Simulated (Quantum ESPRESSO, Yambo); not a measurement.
An input for Quantum ESPRESSO 7.5 (RbBr (Fm-3m)):

```
&control
  calculation = 'nscf'
  prefix = 'x'
  outdir = 'o'
  pseudo_dir = 'pseudo'
/
&system
  ibrav = 0
  nat = 2
  ntyp = 2
  ecutwfc = 76.0
  nbnd = 31
  force_symmorphic = .true.
/
&electrons
  conv_thr = 1e-9
  electron_maxstep = 80
  diago_full_acc = .true.
  diago_thr_init = 5e-6
/
ATOMIC_SPECIES
  Rb 85.468 Rb.upf
  Br 79.904 Br.upf
CELL_PARAMETERS angstrom
  0.0000000000 3.4270000000 3.4270000000
  3.4270000000 0.0000000000 3.4270000000
  3.4270000000 3.4270000000 -0.0000000000
ATOMIC_POSITIONS crystal
  Rb 0.0000000000 0.0000000000 0.0000000000
  Br 0.5000000000 0.5000000000 0.5000000000
K_POINTS automatic
  10 10 10 0 0 0
```

The database entry behind the starting cell differs from later determinations by our own check (about 0.5 % short), so it need not match the best structure at ambient conditions.

```sh
OMP_NUM_THREADS=1 mpirun -n 4 pw.x -nk 4 -in pw.in > pw.out
```

Question: How long will it take on 4 MPI ranks of Arm Neoverse V1, shared host, and how much memory?

It took 23 s; on shared hardware allow 11 s to 46 s. Peak host memory was 0.3 GiB.

[Paths, hosts, dates, memory and timing lines, banners, echoed tables and standing remarks are left out of the program output.]

[Logs are printed without paths, hosts, clocks, repeated set-up lines and the standing remarks that a program may print on its own settings, such as how far it seeks lower states.]

[Runs of the session that timed out or met a known fault of the program may be left out.]

[Hosts, paths, dates, database ids (printed as entryN), source tags and the programs' standing remarks are cut or masked in the printed files.]
